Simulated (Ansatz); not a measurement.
# CdS: response to strain

Aim: deform CdS (zz strain of +3 %) and compute stress, forces and field gradients with LAPW, PAW and all-electron datasets made for the crystal.

Computed with Ansatz 0.2.0 (DFT PBEsol, scalar-relativistic, unless a step's input says otherwise).

## 1. The starting structure

It takes space group P6_3mc (No. 186, hexagonal). The conventional cell has a = 4.135 Å, b = 4.135 Å, c = 6.749 Å, α = 90.00°, β = 90.00°, γ = 120.00°. Around Cd (site symmetry 3m) lie 4 S at 2.51 to 2.60 Å. Around S (site symmetry 3m) lie 4 Cd at 2.51 to 2.60 Å.

As a file:

```
Cd S
1.0
     4.13480    0.00000    0.00000
    -2.06740    3.58084    0.00000
     0.00000    0.00000    6.74900
Cd S
2 2
Cartesian
  0.0000 2.3872 0.0000
  2.0674 1.1936 3.3745
  0.0000 2.3872 2.5984
  2.0674 1.1936 5.9729
```

Atoms are numbered in the order of the input: Cd1, Cd2, S3, S4.

## 2. The deformed structure

Space group P6_3mc before, P6_3mc after.

## 3. LAPW, all electrons

Input file input.yaml:

```yaml
crystal:
  lattice:
    - [4.1347992034, 0.0, 0.0]
    - [-2.0673996017, 3.5808411497, 0.0]
    - [0.0, 0.0, 6.95147]
  atoms:
    - { symbol: Cd, position: [0.3333333333, 0.6666666667, 0.0] }
    - { symbol: Cd, position: [0.6666666667, 0.3333333333, 0.5] }
    - { symbol: S, position: [0.3333333333, 0.6666666667, 0.385] }
    - { symbol: S, position: [0.6666666667, 0.3333333333, 0.885] }
kpoints:
  mp_grid: { grid: [7, 7, 4] }
  band_path:
    path:
      - [0.0, 0.0, 0.0]
      - [0.5, 0.0, 0.0]
      - [0.3333333333, 0.3333333333, 0.0]
      - [0.0, 0.0, 0.0]
      - [0.0, 0.0, 0.5]
      - [0.5, 0.0, 0.5]
      - [0.3333333333, 0.3333333333, 0.5]
      - [0.0, 0.0, 0.5]
      - [0.5, 0.0, 0.5]
    npoints: 5
scf:
  occupations: { method: fermi_dirac, width: 0.01 }
hamiltonian:
  xc: pbesol
  pseudopotentials: { kind: all_electron, lapw: { basis_error: 0.001 } }
output:
  forces: true
  stress: true
  eigenvalues: true
```

Command:

```sh
> ansatz run input.yaml --threads 1 --pin off --max-ram 6144MiB --backend cpu --events-out ev --progress --plain --runs-dir out
```

## 4. PAW on the default files

Input file input.yaml:

```yaml
crystal:
  lattice:
    - [4.1347992034, 0.0, 0.0]
    - [-2.0673996017, 3.5808411497, 0.0]
    - [0.0, 0.0, 6.95147]
  atoms:
    - { symbol: Cd, position: [0.3333333333, 0.6666666667, 0.0] }
    - { symbol: Cd, position: [0.6666666667, 0.3333333333, 0.5] }
    - { symbol: S, position: [0.3333333333, 0.6666666667, 0.385] }
    - { symbol: S, position: [0.6666666667, 0.3333333333, 0.885] }
kpoints:
  mp_grid: { grid: [7, 7, 4] }
scf:
  occupations: { method: fermi_dirac, width: 0.01 }
hamiltonian:
  xc: pbesol
  pseudopotentials: { kind: paw }
output:
  forces: true
  stress: true
  eigenvalues: true
  efg: { contact_densities: true }
  write_density: true
  write_potential: true
  elf: true
  volumetric_format: npy
```

## 5. All-electron PAW on datasets made for the crystal

input.yaml: that of step 4 with these lines changed.

```diff
@@ -16,3 +16,3 @@
   xc: pbesol
-  pseudopotentials: { kind: paw }
+  pseudopotentials: { kind: all_electron, datasets: crystal }
 output:
@@ -22,5 +22 @@
   efg: { contact_densities: true }
-  write_density: true
-  write_potential: true
-  elf: true
-  volumetric_format: npy
```

(Steps that only read results are left out.)

Before running it: what results should come out? Wanted: pressure; largest shear or deviatoric stress.

As calculated:

| quantity | value |
| --- | --- |
| pressure | LAPW -1.86, PAW -1.89, crystal datasets -1.86 GPa |
| largest shear or deviatoric stress (LAPW) | 2.60 GPa |

In words: The largest part of the stress beyond the pressure is 2.60 GPa in size, in the zz component; the atoms are carried along and not relaxed. No run of the undeformed cell stands beside it, so the pressure holds what the given cell had before the change. PAW: stress within 0.02 GPa of LAPW, forces within 1 meV/Å. Crystal datasets: stress within 0.01 GPa of LAPW, forces within 1 meV/Å.
